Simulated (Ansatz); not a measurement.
# GaAs: sound and stiffness along [100], [110] and [111]

Computed with DFT LDA, scalar-relativistic, plane waves, PAW in Ansatz. Cutoff 420 eV, 12×12×12 k-points (Γ-centred), fixed occupations. No spin polarisation.

Relaxed structure:
```xyz
2
Lattice="0.0000 2.8016 2.8016 2.8016 0.0000 2.8016 2.8016 2.8016 0.0000" Properties=species:S:1:pos:R:3 pbc="T T T"
Ga    0.0000    0.0000    0.0000
As    1.4008    1.4008    1.4008
```

With ions relaxed, on the cubic axes: C11 = 116.8, C12 = 53.0, C44 = 58.6 GPa. The density is 5.462 g/cm³.

Question: Is the crystal stable against strain, and how anisotropic is it?

Answer: Born's conditions hold: C11 + 2C12 = 222.9, C11 − C12 = 63.8 and C44 = 58.6 GPa are all positive. B = (C11 + 2C12)/3 = 74.3 GPa. The two shear moduli are C44 and C′ = (C11 − C12)/2 = 31.9 GPa, so Zener's ratio is A = C44/C′ = 1.84: the tetragonal shear C′ is the soft one, as in many fcc and bcc metals and zincblende crystals. The Cauchy pressure C12 − C44 is -5.6 GPa; it would vanish for pair forces between atoms on inversion centres at zero pressure, and here it is small.

Question: Give the sound speeds along the three symmetry directions.

Answer: The Christoffel equation gives ρv² for each branch:
| direction | branch | ρv² | GPa | v (m/s) |
| --- | --- | --- | --- | --- |
| [100] | L | C11 | 116.8 | 4625 |
| [100] | T (×2) | C44 | 58.6 | 3276 |
| [110] | L | (C11 + C12 + 2C44)/2 | 143.6 | 5127 |
| [110] | T, u ∥ [001] | C44 | 58.6 | 3276 |
| [110] | T, u ∥ [1-10] | (C11 − C12)/2 | 31.9 | 2417 |
| [111] | L | (C11 + 2C12 + 4C44)/3 | 152.5 | 5284 |
| [111] | T (×2) | (C11 − C12 + C44)/3 | 40.8 | 2734 |

In a piezoelectric crystal some branches stiffen further, which is left out.

Question: How does Young's modulus depend on direction?

Answer: Inverting gives S11 = 11.941, S12 = -3.728, S44 = 17.059 TPa⁻¹. Along a unit vector (l, m, n), 1/E = S11 − 2(S11 − S12 − S44/2)(l²m² + m²n² + n²l²), where the last bracket is 0, 1/4 and 1/3 for [100], [110] and [111]: E = 84, 119 and 139 GPa. With A > 1 the body diagonal is stiffest. For a film on (001), the biaxial modulus is C11 + C12 − 2C12²/C11 = 122 GPa and the normal strain is −2C12/C11 = -0.91 times the in-plane one.

GaAs is stiffest when pulled along its bonds and softest when only its bond angles must change. The tetrahedral sp³ bonds lie along ⟨111⟩, so a tetragonal shear leaves their lengths unchanged to first order and is resisted mainly by angular forces. This gives the low C′ of 31.9 GPa and the slowest wave, the [110] transverse branch polarised along [1-10]. The C44 shear also stretches and compresses bonds, and remains stiffer even though the two sublattices can shift to relieve part of that strain. The same geometry explains the rise in Young's modulus from [100] through [110] to [111].

The small Cauchy pressure is no evidence for central forces, since neither site in zincblende is an inversion centre. Central forces between nearest neighbours alone would in fact leave C′ at zero, so its finite value reflects the directional character of the covalent bonding, probably with some contribution from longer-range forces. The positive elastic moduli establish stability against small homogeneous strains, but not against phonons of finite wavevector.
